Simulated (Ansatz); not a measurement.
**A decomposition energy, worked out: Cd3F**

Level of theory: DFT PBE, scalar-relativistic, plane waves, PAW (Ansatz 0.2.0). Settings: cutoff 420 eV, Γ-centred meshes spaced at most about 0.3 Å⁻¹, and about 0.25 Å⁻¹ or finer for metals (2π included), Gaussian smearing. No spin polarisation.

The zero of energy is the elements' standard structures at the same level (F₂ as a molecule); no fitted shifts are applied.

These are static total energies at zero pressure. In Cd3F P4/mmm an odd number of electrons in the primitive cell allows no gap without spin; a larger cell or a magnetic state could open one.

A trial structure of Cd3F (reached from: Er3Mg type (P4/mmm); relaxed: space group P4/mmm (No. 123), a = 3.184 Å, c = 7.699 Å) has a formation energy of -0.604 eV/atom. At its composition the lowest mixture among the elements and 1 reference phase computed alike (others may be missing) consists of these:

```
       phase             source  ΔE_f (eV/atom)
  Cd (solid)            element          -0.006
CdF2 (Fm-3m)  Materials Project          -2.177
```

The lowest database cell of Cd (-0.006) lies slightly below the reference, hence the non-zero entry.

Q: Write the balanced decomposition and find its energy per atom, per formula unit and per mole of formula units.

A: Balancing Cd and F gives 2 Cd3F → 5 Cd + CdF2. The left side holds 8 atoms, and the products take 5/8 (Cd) and 3/8 (CdF2) of them. The mixture therefore lies at 5/8 × (-0.006) + 3/8 × (-2.177) = -0.820 eV/atom. The reaction energy is -0.820 − (-0.604) = -0.216 eV/atom. Times 4 atoms that is -0.864 eV per Cd3F, and times 96.485 it is -83 kJ per mole of Cd3F. Decomposition is downhill, so the trial structure is unstable against this mixture.
